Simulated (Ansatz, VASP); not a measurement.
# Rh: VASP beside Ansatz

Contents of INCAR:

```
  PREC = Accurate
  ENCUT = 600
  EDIFF = 1E-7
  ISMEAR = -1
  SIGMA = 0.3
  LREAL = False
  LASPH = True
  NELM = 60
  ALGO = Normal
  ISIF = 3
  LWAVE = False
  LCHARG = False
  GGA = RE
  IVDW = 12
  IBRION = 2
  NSW = 80
  EDIFFG = -0.05
```

Contents of KPOINTS:

```
Automatic mesh
0
Gamma
  15 15 15
```

File POSCAR:

```
Rh
1.0
    0.0000000000      1.8978500000      1.8978500000
    1.8978500000      0.0000000000      1.8978500000
    1.8978500000      1.8978500000      0.0000000000
Rh
1
Direct
    0.0000000000      0.0000000000      0.0000000000
```

Input for Ansatz:

```yaml
crystal:
  lattice:
    - [0.0, 1.89785, 1.89785]
    - [1.89785, 0.0, 1.89785]
    - [1.89785, 1.89785, 0.0]
  atoms:
    - { symbol: Rh, position: [0.0, 0.0, 0.0] }
accuracy: low
basis:
  ecutwfc: 421.77648681281397
kpoints:
  mp_grid:
    grid: [15, 15, 15]
hamiltonian:
  xc: revpbe
  dispersion: d3bj
scf:
  algorithm: density_mixing
  mixing:
    algorithm: anderson
  occupations:
    method: fermi_dirac
    width: 0.3
relax:
  f_tol: 0.05
  max_steps: 60
  cell: {}
```

Alike in both runs: task relaxation of cell and atoms; functional revPBE; dispersion D3(BJ); k mesh 15 × 15 × 15; occupations fermi-dirac, width 0.3 eV; no spin polarisation.

|  | VASP | Ansatz |
| --- | --- | --- |
| version | VASP 6.6.1 | Ansatz 0.2.0 |
| potentials or method | VASP PAW PBE potentials, release 64 (Rh_pv) | plane waves, PAW |
| plane-wave cutoff (eV) | 600 | 422 |
| valence electrons in the cell | 15 | 17 |

|  | VASP | Ansatz | Ansatz less VASP |
| --- | --- | --- | --- |
| relaxed volume (Å³/atom) | 13.64 | 13.64 | +0.001 |
| relaxed cell length with the largest relative difference (Å) | 2.682 | 2.682 | +0.0001 |

The two sets of potentials don't hold the same shells in valence.

Caveats: the PAW data sets were made with another functional, which shifts forces and pressure a little (VASP); pairwise dispersion overbinds metals, which lowers pressure and volume.
